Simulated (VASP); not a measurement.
The system is NaF (Villiaumite).

```
CELL_PARAMETERS angstrom
0.00000 2.32000 2.32000
2.32000 0.00000 2.32000
2.32000 2.32000 0.00000
ATOMIC_POSITIONS crystal
Na 0.00000 0.00000 0.00000
F 0.50000 0.50000 0.50000
```

Base run:

```yaml
Program: VASP 6.6.1
Functional: TB-mBJ
Potentials_or_basis: VASP PAW PBE potentials, release 64 (Na_pv, F)
Cutoff: 520 eV
k_mesh: 10 × 10 × 10
Occupations: gaussian, width 0.02 eV
Spin: no spin polarisation
```

Its results: band gap on the k mesh 11.05 eV, direct.

**Question.** The run is repeated on the same cell with these changes: functional from TB-mBJ to r2SCAN. What comes out?

**Answer.** Band gap on the k mesh 7.15 eV, direct.
